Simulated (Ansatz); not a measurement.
Computed with Ansatz, DFT PBE, scalar-relativistic, plane waves, PAW. All cells share a 420 eV cutoff and Γ-centred k meshes spaced at most about 0.3 Å⁻¹ (about 0.25 or finer for metals, 2π included). No spin polarisation in the final relaxations.

All energies are static (0 K, no zero-point motion).

Compare these two cells of Se, each relaxed at this level.

A.

```yaml
crystal:
  lattice:
    - [3.97376, 2.29425, 4.53749]
    - [-3.97376, 2.29425, 4.53749]
    - [0.00000, -4.58850, 4.53749]
  atoms:
    - { symbol: Se, position: [0.93826, 0.40474, 0.40474] }
    - { symbol: Se, position: [0.40474, 0.93826, 0.40474] }
    - { symbol: Se, position: [0.40474, 0.40474, 0.93826] }
    - { symbol: Se, position: [0.06174, 0.59526, 0.59526] }
    - { symbol: Se, position: [0.59526, 0.06174, 0.59526] }
    - { symbol: Se, position: [0.59526, 0.59526, 0.06174] }
    - { symbol: Se, position: [0.50000, 0.50000, 0.50000] }
```

B.

```yaml
crystal:
  lattice:
    - [3.04644, 1.75887, 6.51730]
    - [-3.04644, 1.75887, 6.51730]
    - [0.00000, -3.51773, 6.51730]
  atoms:
    - { symbol: Se, position: [0.50000, 0.50000, 0.50000] }
    - { symbol: Se, position: [0.00000, 0.00000, 0.00000] }
    - { symbol: Se, position: [0.48986, 0.25000, 0.01014] }
    - { symbol: Se, position: [0.01014, 0.48986, 0.25000] }
    - { symbol: Se, position: [0.25000, 0.01014, 0.48986] }
    - { symbol: Se, position: [0.51014, 0.75000, 0.98986] }
    - { symbol: Se, position: [0.98986, 0.51014, 0.75000] }
    - { symbol: Se, position: [0.75000, 0.98986, 0.51014] }
```

Question: Which form is favoured at zero pressure, and by what margin per atom?

Answer: A is lower, by 60 meV/atom. A has space group R-3m (No. 166), 35.5 Å³/atom and no gap on its mesh; B has space group R-3c (No. 167), 26.2 Å³/atom and no gap. Counting all near atoms (those within 1.25 times the shortest such distance or 1.15 times the sum of covalent radii; a plus sign parts nearer from farther groups; the shortest distance is added where it is long for a bond; a slash parts the counts of unlike sites), A has Se 1+1/6 and B has Se 2+2/6 from 2.9 Å. The lower one is the more open, so pressure narrows the difference. Both come from invented guesses. A third cell relaxed alike, in Cmmm, lies 62 meV/atom below the lower of the two. The part of the Crystallography Open Database at hand lists Se in space groups No. 14, 148, 152, 154, 166 and others; sharing a group (R-3m) doesn't make a cell the listed structure.

Cells relaxed within their symmetry can be saddle points.
